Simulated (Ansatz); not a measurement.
Computed with DFT PBE, scalar-relativistic, plane waves, PAW in Ansatz 0.2.0. All cells share a 420 eV cutoff and Γ-centred k meshes spaced at most about 0.3 Å⁻¹ (about 0.25 or finer for metals, 2π included). No spin polarisation.

Temperature and zero-point effects are left out.

Question: Which of these relaxed structures of Ga₂As₃ is the lowest in energy?
A.

Space group Pm-3m (No. 221). a = 4.976 Å, b = 4.976 Å, c = 4.976 Å, α = 90.00°, β = 90.00°, γ = 90.00°
| atom | site | symmetry | x | y | z |
| --- | --- | --- | --- | --- | --- |
| Ga | 1a | m-3m | 0.0000 | 0.0000 | 0.0000 |
| Ga | 1b | m-3m | 0.5000 | 0.5000 | 0.5000 |
| As | 3c | 4/mm.m | 0.0000 | 0.5000 | 0.5000 |

B.

Space group R-3m:H (No. 166). a = 3.853 Å, b = 3.853 Å, c = 24.228 Å, α = 90.00°, β = 90.00°, γ = 120.00°
| atom | site | symmetry | x | y | z |
| --- | --- | --- | --- | --- | --- |
| Ga | 6c | 3m | 0.3333 | 0.6667 | 0.0590 |
| As | 3a | -3m | 0.0000 | 0.0000 | 0.0000 |
| As | 6c | 3m | 0.0000 | 0.0000 | 0.1948 |

C.

Space group R-3c:H (No. 167). a = 6.151 Å, b = 6.151 Å, c = 21.330 Å, α = 90.00°, β = 90.00°, γ = 120.00°
```json
{"atom": "Ga", "site": "12c", "symmetry": "3.", "x": "0.6667", "y": "0.3333", "z": "0.1878"}
{"atom": "As", "site": "18e", "symmetry": ".2", "x": "0.5910", "y": "0.6667", "z": "0.4167"}
```

Answer: B. The next of these, C, lies 191 meV/atom higher. Forms: B tetradymite type, R-3m; C corundum type, R-3c; A Pm-3m. Counting As atoms around Ga (those within 1.25 times the shortest such distance or 1.15 times the sum of covalent radii; a plus sign parts nearer from farther groups; the shortest distance is added where it exceeds 1.18 times the sum of covalent radii; a slash parts the counts of unlike sites): B has Ga 3+3; C has Ga 6; A has Ga 6/12 from 3.5 Å. B holds As–As nets (shortest 2.61 Å) (bonds between like non-metal atoms; other contacts aren't counted). All come from invented guesses.

In R-3m, Pm-3m an odd number of electrons in the primitive cell allows no gap without spin; a larger cell or a magnetic state could open one. Cells relaxed within their symmetry can be saddle points. Some types were kept out of the candidates beforehand, so the set may lack a known form.
